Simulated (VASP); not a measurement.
# ZnO: band structure with PBEsol

**What was measured.**

“Electronic structure of alkaline earth and post-transition metal oxides”, 2009, arxiv:0908.1581 quotes, for a bulk crystal of ZnO: band gap 3.37 eV.

Crystal: ZnO.

```
CELL_PARAMETERS angstrom
3.23676 0.00000 0.00000
-1.61838 2.80312 0.00000
0.00000 0.00000 5.22386
ATOMIC_POSITIONS crystal
Zn 0.33333 0.66667 0.49998
Zn 0.66667 0.33333 0.99998
O 0.66667 0.33333 0.37903
O 0.33333 0.66667 0.87903
```

```yaml
Program: VASP 6.6.1
Task: band structure
Functional: PBEsol
Potentials_or_basis: VASP PAW PBE potentials, release 64 (Zn, O)
Cutoff: 520 eV
k_mesh: 9 × 9 × 5
Occupations: gaussian, width 0.03 eV
Spin: no spin polarisation
Further_INCAR_settings: ALGO = Normal; EDIFF = 1e-06; NBANDS = 26
```

The pressure is 0.0 GPa, the band gap on the k mesh is 0.68 eV, direct and the band gap along the path is 0.68 eV, direct.

Levels at the corners of the path, in eV from the valence-band top:
```
point  band 16  band 17  band 18  band 19  band 20  band 21
    Γ    -0.09     0.00     0.00     0.68     5.13     8.08
    M    -2.30    -1.32    -0.85     5.70     6.71     7.42
    M    -2.30    -1.32    -0.85     5.70     6.71     7.42
    K    -1.95    -1.95    -1.77     7.48     7.65     7.65
    K    -1.95    -1.95    -1.77     7.48     7.65     7.65
    Γ    -0.09     0.00     0.00     0.68     5.13     8.08
    Γ    -0.09     0.00     0.00     0.68     5.13     8.08
    A    -0.40    -0.40    -0.40     3.37     3.37     9.94
    A    -0.40    -0.40    -0.40     3.37     3.37     9.94
    L    -1.53    -1.40    -1.40     5.57     5.57     8.37
    L    -1.53    -1.40    -1.40     5.57     5.57     8.37
    H    -2.73    -1.28    -1.28     7.86     7.86     7.88
    H    -2.73    -1.28    -1.28     7.86     7.86     7.88
    A    -0.40    -0.40    -0.40     3.37     3.37     9.94
    L    -1.53    -1.40    -1.40     5.57     5.57     8.37
    M    -2.30    -1.32    -0.85     5.70     6.71     7.42
    K    -1.95    -1.95    -1.77     7.48     7.65     7.65
    H    -2.73    -1.28    -1.28     7.86     7.86     7.88
```

Core levels (eV, on the scale of the bands):
```csv
atom,levels
1 Zn,"1s -9517.4, 2s -1150.9, 2p -996.6, 3s -122.4, 3p -76.5"
2 Zn,"1s -9517.4, 2s -1150.9, 2p -996.6, 3s -122.4, 3p -76.5"
3 O,1s -504.2
4 O,1s -504.2
```

Run time: 42 s on 1 thread of Intel(R) Xeon(R) 6975P-C (Granite Rapids), with other jobs on the host, peak memory 0.19 GiB.

A measured gap of ZnO is 3.37 eV (quoted in “Electronic structure of alkaline earth and post-transition metal oxides”, 2009, arxiv:0908.1581); the calculated 0.68 eV misses it by -2.69 eV. So large a miss can be the level of theory's own, or it may mean another phase, state or a wrong row. The value is that of PBEsol, without temperature or zero-point motion. Semilocal functionals fall short of measured gaps as a rule.

Caveat: the PAW data sets were made with another functional, which shifts forces and pressure a little.
